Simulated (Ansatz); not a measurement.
Ansatz input file:

```yaml
crystal:
  lattice:
    - [5.0690738885, 0.0, 0.0]
    - [-2.5345369442, 4.3899467611, 0.0]
    - [0.0, 0.0, 8.55848854]
  atoms:
    - { symbol: Si, position: [0.66666667, 0.33333333, 0.9371258] }
    - { symbol: Si, position: [0.66666667, 0.33333333, 0.5628742] }
    - { symbol: Si, position: [0.33333333, 0.66666667, 0.0628742] }
    - { symbol: Si, position: [0.33333333, 0.66666667, 0.4371258] }
    - { symbol: O, position: [0.0, 0.42125874, 0.0] }
    - { symbol: O, position: [0.42125874, 0.42125874, 0.5] }
    - { symbol: O, position: [0.57874126, 0.0, 0.5] }
    - { symbol: O, position: [0.57874126, 0.57874126, 0.0] }
    - { symbol: O, position: [0.0, 0.57874126, 0.5] }
    - { symbol: O, position: [0.66666667, 0.33333333, 0.75] }
    - { symbol: O, position: [0.33333333, 0.66666667, 0.25] }
    - { symbol: O, position: [0.42125874, 0.0, 0.0] }
basis:
  ecutwfc: 420
kpoints:
  mp_grid: { grid: [6, 6, 4] }
hamiltonian:
  xc: pbe
scf:
  occupations: { method: gaussian, width: 0.02 }
output:
  forces: true
  stress: true
  eigenvalues: true
relax:
  adjacent_minimum: "off"
  f_tol: 0.01
  max_steps: 40
```

Command:
```bash
ansatz run input.yaml --threads 2 --pin off --max-ram 5120MiB --backend cpu --events-out ev --progress --plain --runs-dir out
```

Theory: DFT PBE, scalar-relativistic, plane waves, PAW (Ansatz).

Abridged output (iterations and final results):

```
SCF iter   1: F=—  HF=-7096.284525 eV  |F-HF|=—  |Δ(HF+E_count)|=         —  Δρ=1.14e-3  dr2=1.42e-3  ethr=1.77e-3  ⟨swp⟩=8.0  Hψ=4960  notcnv=0  defer=13
SCF iter   2: F=—  HF=-7096.285927 eV  |F-HF|=—  |Δ(HF+E_count)|=   1.40e-3  Δρ=4.71e-4  dr2=1.29e-4  ethr=2.22e-6  ⟨swp⟩=2.6  Hψ=1910  notcnv=0  defer=94
SCF iter   3: F=—  HF=-7096.286485 eV  |F-HF|=—  |Δ(HF+E_count)|=   5.58e-4  Δρ=2.22e-4  dr2=3.46e-5  ethr=2.02e-7  ⟨swp⟩=2.0  Hψ=1375  notcnv=0  defer=94
SCF iter   4: F=—  HF=-7096.286684 eV  |F-HF|=—  |Δ(HF+E_count)|=   1.99e-4  Δρ=2.65e-5  dr2=9.65e-7  ethr=3.91e-9  ⟨swp⟩=10.7  Hψ=5070  notcnv=0
SCF iter   5: F=-7096.286685 eV  HF=-7096.286685 eV  |F-HF|=1.45e-7  |Δ(HF+E_count)|=   6.83e-7  Δρ=1.42e-5  dr2=3.08e-7  ethr=1.51e-9  ⟨swp⟩=2.0  Hψ=1467  notcnv=0
SCF iter   6: F=-7096.286685 eV  HF=-7096.286685 eV  |F-HF|=2.23e-8  |Δ(HF+E_count)|=   1.38e-8  Δρ=4.53e-6  dr2=3.75e-8  ethr=4.81e-10  ⟨swp⟩=3.2  Hψ=3417  notcnv=0
SCF 1 converged in 6 iterations: F = -7096.286685 eV  dr2 = 3.75e-8
relax step   1: F+E_penalty+E_count = -7096.28668514 eV  Δ(F+E_penalty+E_count) = +0.000e0 eV  max|allowed force component| = 2.523e-1 eV/Å  Δτ_max = 0.0000 Å  (6 SCF iters, dr2 threshold 2.50e-6 eV, accepted)
Initial density: handed on by an earlier stage of this run
Initial wavefunctions: those handed on with the density
SCF iter   1: F=—  HF=-7096.298824 eV  |F-HF|=—  |Δ(HF+E_count)|=         —  Δρ=9.66e-4  dr2=1.36e-3  ethr=1.93e-6  ⟨swp⟩=2.1  Hψ=2878  notcnv=0  defer=92
SCF iter   2: F=—  HF=-7096.297976 eV  |F-HF|=—  |Δ(HF+E_count)|=   8.49e-4  Δρ=4.45e-4  dr2=3.05e-4  ethr=1.93e-6  ⟨swp⟩=2.9  Hψ=1556  notcnv=0  defer=92
SCF iter   3: F=—  HF=-7096.297882 eV  |F-HF|=—  |Δ(HF+E_count)|=   9.39e-5  Δρ=1.57e-4  dr2=3.24e-5  ethr=4.76e-7  ⟨swp⟩=2.1  Hψ=1331  notcnv=0  defer=92
SCF iter   4: F=-7096.297874 eV  HF=-7096.297874 eV  |F-HF|=1.44e-7  |Δ(HF+E_count)|=   7.62e-6  Δρ=3.92e-5  dr2=2.08e-6  ethr=6.22e-9  ⟨swp⟩=10.5  Hψ=5106  notcnv=0
SCF 2 converged in 4 iterations: F = -7096.297874 eV  dr2 = 2.08e-6
relax step   2: F+E_penalty+E_count = -7096.29787413 eV  Δ(F+E_penalty+E_count) = -1.119e-2 eV  max|allowed force component| = 2.246e-1 eV/Å  Δτ_max = 0.0078 Å  (4 SCF iters, dr2 threshold 3.98e-6 eV, accepted)
SCF iter   1: F=—  HF=-7096.364378 eV  |F-HF|=—  |Δ(HF+E_count)|=         —  Δρ=8.31e-3  dr2=9.70e-2  ethr=1.49e-3  ⟨swp⟩=4.4  Hψ=2650  notcnv=0  defer=92
SCF iter   2: F=—  HF=-7096.333747 eV  |F-HF|=—  |Δ(HF+E_count)|=   3.06e-2  Δρ=3.75e-3  dr2=2.20e-2  ethr=1.52e-4  ⟨swp⟩=3.4  Hψ=1798  notcnv=0  defer=92
SCF iter   3: F=—  HF=-7096.326918 eV  |F-HF|=—  |Δ(HF+E_count)|=   6.83e-3  Δρ=1.44e-3  dr2=2.62e-3  ethr=3.44e-5  ⟨swp⟩=2.8  Hψ=1533  notcnv=0  defer=92
SCF iter   4: F=—  HF=-7096.325754 eV  |F-HF|=—  |Δ(HF+E_count)|=   1.16e-3  Δρ=3.58e-4  dr2=1.66e-4  ethr=4.09e-6  ⟨swp⟩=2.0  Hψ=1425  notcnv=0  defer=92
SCF iter   5: F=—  HF=-7096.325768 eV  |F-HF|=—  |Δ(HF+E_count)|=   1.48e-5  Δρ=1.38e-4  dr2=2.78e-5  ethr=2.59e-7  ⟨swp⟩=2.0  Hψ=1286  notcnv=0  defer=92
SCF iter   6: F=-7096.325763 eV  HF=-7096.325763 eV  |F-HF|=4.20e-7  |Δ(HF+E_count)|=   4.98e-6  Δρ=4.00e-5  dr2=2.98e-6  ethr=4.93e-9  ⟨swp⟩=12.6  Hψ=5609  notcnv=0
SCF 3 converged in 6 iterations: F = -7096.325763 eV  dr2 = 2.98e-6
relax step   3: F+E_penalty+E_count = -7096.32576300 eV  Δ(F+E_penalty+E_count) = -2.789e-2 eV  max|allowed force component| = 4.140e-1 eV/Å  Δτ_max = 0.0652 Å  (6 SCF iters, dr2 threshold 3.15e-6 eV, accepted)
SCF iter   1: F=—  HF=-7096.268249 eV  |F-HF|=—  |Δ(HF+E_count)|=         —  Δρ=4.49e-3  dr2=2.51e-2  ethr=2.85e-4  ⟨swp⟩=4.0  Hψ=2419  notcnv=0  defer=97
SCF iter   2: F=—  HF=-7096.262284 eV  |F-HF|=—  |Δ(HF+E_count)|=   5.96e-3  Δρ=1.98e-3  dr2=7.50e-3  ethr=3.93e-5  ⟨swp⟩=2.9  Hψ=1796  notcnv=0  defer=97
SCF iter   3: F=—  HF=-7096.260950 eV  |F-HF|=—  |Δ(HF+E_count)|=   1.33e-3  Δρ=1.17e-3  dr2=2.04e-3  ethr=1.17e-5  ⟨swp⟩=2.2  Hψ=1390  notcnv=0  defer=97
SCF iter   4: F=—  HF=-7096.260642 eV  |F-HF|=—  |Δ(HF+E_count)|=   3.08e-4  Δρ=2.33e-4  dr2=6.20e-5  ethr=3.18e-6  ⟨swp⟩=2.0  Hψ=1402  notcnv=0  defer=97
SCF iter   5: F=-7096.260670 eV  HF=-7096.260678 eV  |F-HF|=7.64e-6  |Δ(HF+E_count)|=   3.59e-5  Δρ=9.04e-5  dr2=1.13e-5  ethr=9.69e-8  ⟨swp⟩=13.8  Hψ=4920  notcnv=0
SCF 4 converged in 5 iterations: F = -7096.260670 eV  dr2 = 1.13e-5
relax step   4: F+E_penalty+E_count = -7096.26067022 eV  Δ(F+E_penalty+E_count) = +6.509e-2 eV  max|allowed force component| = 1.311e0 eV/Å  Δτ_max = 0.0330 Å  (5 SCF iters, dr2 threshold 1.00e-4 eV, rejected (line search))
SCF iter   1: F=—  HF=-7096.342570 eV  |F-HF|=—  |Δ(HF+E_count)|=         —  Δρ=4.23e-3  dr2=2.42e-2  ethr=4.77e-4  ⟨swp⟩=3.9  Hψ=2344  notcnv=0  defer=92
SCF iter   2: F=—  HF=-7096.337042 eV  |F-HF|=—  |Δ(HF+E_count)|=   5.53e-3  Δρ=2.00e-3  dr2=7.14e-3  ethr=3.78e-5  ⟨swp⟩=2.9  Hψ=1798  notcnv=0  defer=92
SCF iter   3: F=—  HF=-7096.335494 eV  |F-HF|=—  |Δ(HF+E_count)|=   1.55e-3  Δρ=1.03e-3  dr2=1.50e-3  ethr=1.12e-5  ⟨swp⟩=2.2  Hψ=1461  notcnv=0  defer=92
SCF iter   4: F=—  HF=-7096.335206 eV  |F-HF|=—  |Δ(HF+E_count)|=   2.88e-4  Δρ=1.98e-4  dr2=6.96e-5  ethr=2.35e-6  ⟨swp⟩=2.0  Hψ=1426  notcnv=0  defer=92
SCF iter   5: F=—  HF=-7096.334562 eV  |F-HF|=—  |Δ(HF+E_count)|=   6.44e-4  Δρ=1.26e-4  dr2=2.18e-5  ethr=1.09e-7  ⟨swp⟩=2.0  Hψ=1343  notcnv=0  defer=92
SCF iter   6: F=—  HF=-7096.334557 eV  |F-HF|=—  |Δ(HF+E_count)|=   4.93e-6  Δρ=3.02e-5  dr2=1.17e-6  ethr=3.41e-8  ⟨swp⟩=2.0  Hψ=1322  notcnv=0  defer=92
SCF iter   7: F=—  HF=-7096.334557 eV  |F-HF|=—  |Δ(HF+E_count)|=   2.39e-7  Δρ=1.21e-5  dr2=1.69e-7  ethr=1.83e-9  ⟨swp⟩=2.1  Hψ=1372  notcnv=0  defer=92
SCF iter   8: F=-7096.334557 eV  HF=-7096.334557 eV  |F-HF|=3.81e-9  |Δ(HF+E_count)|=   6.79e-8  Δρ=1.33e-6  dr2=4.30e-9  ethr=1.56e-10  ⟨swp⟩=13.6  Hψ=4577  notcnv=0
SCF 5 converged in 8 iterations: F = -7096.334557 eV  dr2 = 4.30e-9
relax step   5: F+E_penalty+E_count = -7096.33455680 eV  Δ(F+E_penalty+E_count) = -8.794e-3 eV  max|allowed force component| = 3.653e-3 eV/Å  Δτ_max = 0.0132 Å  (8 SCF iters, accepted)
SCF converged after 8 iterations
Free energy (F): -7096.334557 eV
Harris-Foulkes:  -7096.334557 eV  (|F-HF|=3.81e-9)
Internal energy: -7096.334557 eV  (E = F + TS)
E sigma→0 (E₀):  -7096.334557 eV
Fermi energy:    3.385436 eV
--- Per-component energies (eV) ---
  E_band       = -403.829320
  E_kinetic    = 1607.839100
  E_local      = -4910.348057  (includes V_loc(G=0)·N_el)
  E_nonlocal   = 479.878148
  E_hartree    = 1836.029371
  E_xc         = -815.809155
  E_vxc        = -946.733727  (∫ρ·V_xc dr)
  E_paw        = -3325.121467  (= ΣΔE_a)
  E_vpaw       = -306.543495  (= ΣTr[D̂ρ^β])
  E_aug_tail   = 0.020879  (compensation charges beyond the density's cutoff)
  E_ewald      = -1968.823377
  E_smearing   =  0.000000  (= −TS)
--- Forces (eV/Å), atoms counted from 1 ---
  atom   1  Si     0.00000000     0.00000000     0.00365325
  atom   2  Si     0.00000000     0.00000000    -0.00365325
  atom   3  Si     0.00000000     0.00000000    -0.00365325
  atom   4  Si     0.00000000     0.00000000     0.00365325
  atom   5  O     -0.00113823     0.00197147     0.00000000
  atom   6  O      0.00113823     0.00197147     0.00000000
  atom   7  O     -0.00227645     0.00000000     0.00000000
  atom   8  O     -0.00113823    -0.00197147     0.00000000
  atom   9  O      0.00113823    -0.00197147     0.00000000
  atom  10  O      0.00000000     0.00000000     0.00000000
  atom  11  O      0.00000000     0.00000000     0.00000000
  atom  12  O      0.00227645     0.00000000     0.00000000
--- Stress (GPa, compression-positive) ---
        0.615896       0.000000       0.000000
        0.000000       0.615896       0.000000
        0.000000       0.000000       2.215706
  P = ⅓ Tr σ = 1.1492 GPa (11.492 kbar)
--- Band table (eV; the first three rows and the last of 21) ---
  k-point 0: bands = ["-18.7340", "-18.3268", "-17.3550", "-16.7129", "-16.7129", "-16.7043", "-16.7023", "-16.7023", "-9.0024", "-7.7256", "-5.9003", "-5.0939", "-5.0815", "-5.0815", "-4.9073", "-4.9073", "-2.3535", "-1.9142", "-1.9142", "-1.5719", "-1.5719", "-1.2992", "-1.2394", "-1.2394", "-1.2193", "-1.2193", "-0.3078", "-0.2405", "-0.1864", "-0.1864", "0.5751", "0.5751", "6.1260", "8.2152", "8.9702", "9.4599", "10.0387", "10.0387", "10.3376", "10.7278", "10.7278", "11.0883", "12.4471", "12.4471"]
  k-point 1: bands = ["-18.6903", "-18.4123", "-17.2360", "-16.7859", "-16.7127", "-16.7100", "-16.7051", "-16.7025", "-8.8545", "-7.9800", "-5.7109", "-5.1699", "-5.1211", "-5.0021", "-4.9893", "-4.8614", "-2.2150", "-1.9087", "-1.8497", "-1.6645", "-1.6252", "-1.4723", "-1.2405", "-1.2236", "-1.2194", "-1.2153", "-0.2933", "-0.2478", "-0.2403", "0.1200", "0.3058", "0.6448", "6.3421", "7.6543", "9.4768", "9.6580", "9.7575", "10.1767", "10.2974", "10.5824", "10.8219", "11.3249", "12.0171", "12.5722"]
  k-point 2: bands = ["-18.5694", "-18.5694", "-16.9951", "-16.9951", "-16.7094", "-16.7094", "-16.7057", "-16.7057", "-8.4618", "-8.4618", "-5.3924", "-5.3924", "-5.0888", "-5.0888", "-4.8962", "-4.8962", "-1.8595", "-1.8595", "-1.8163", "-1.8163", "-1.7418", "-1.7418", "-1.2306", "-1.2306", "-1.2127", "-1.2127", "-0.2674", "-0.2674", "-0.0224", "-0.0224", "0.4636", "0.4636", "6.9079", "6.9079", "9.8193", "9.8193", "9.9815", "9.9815", "10.2665", "10.2665", "11.1981", "11.1981", "12.2116", "12.2116"]
  k-point 20: bands = ["-18.0860", "-18.0860", "-17.6090", "-17.6090", "-16.7516", "-16.7516", "-16.7184", "-16.7184", "-7.5297", "-7.5297", "-6.2291", "-6.2291", "-4.7192", "-4.7192", "-4.5340", "-4.5340", "-2.4284", "-2.4284", "-2.1792", "-2.1792", "-1.6059", "-1.6059", "-1.4308", "-1.4308", "-0.8004", "-0.8004", "-0.5902", "-0.5902", "-0.0516", "-0.0516", "0.0893", "0.0893", "9.0567", "9.0567", "9.4632", "9.4632", "9.5841", "9.5841", "10.8138", "10.8138", "10.8428", "10.8428", "11.2867", "11.2867"]
--- Relaxed structure (5 steps of the walk, 4 accepted, 0 SCFs on fresh bases) ---
  F+E_penalty+E_count = -7096.33455680 eV   max|allowed force component| = 3.653e-3 eV/Å
  atoms:
    - { symbol: Si, position: [0.66666666, 0.33333333, 0.93790864] }
    - { symbol: Si, position: [0.66666666, 0.33333333, 0.56209135] }
    - { symbol: Si, position: [0.33333333, 0.66666666, 0.06209135] }
    - { symbol: Si, position: [0.33333333, 0.66666666, 0.43790864] }
    - { symbol: O, position: [0.0, 0.40946084, 0.0] }
    - { symbol: O, position: [0.40946084, 0.40946084, 0.5] }
    - { symbol: O, position: [0.59053915, 0.0, 0.5] }
    - { symbol: O, position: [0.59053915, 0.59053915, 0.0] }
    - { symbol: O, position: [0.0, 0.59053915, 0.5] }
    - { symbol: O, position: [0.66666666, 0.33333333, 0.75000000] }
    - { symbol: O, position: [0.33333333, 0.66666666, 0.25] }
    - { symbol: O, position: [0.40946084, 0.0, 0.0] }
```

The relaxation met its thresholds.

It took 35 s on 2 threads of Intel(R) Xeon(R) Platinum 8259CL CPU @ 2.50GHz (Skylake/Cascade Lake), with other jobs on the host, peak memory 0.55 GiB.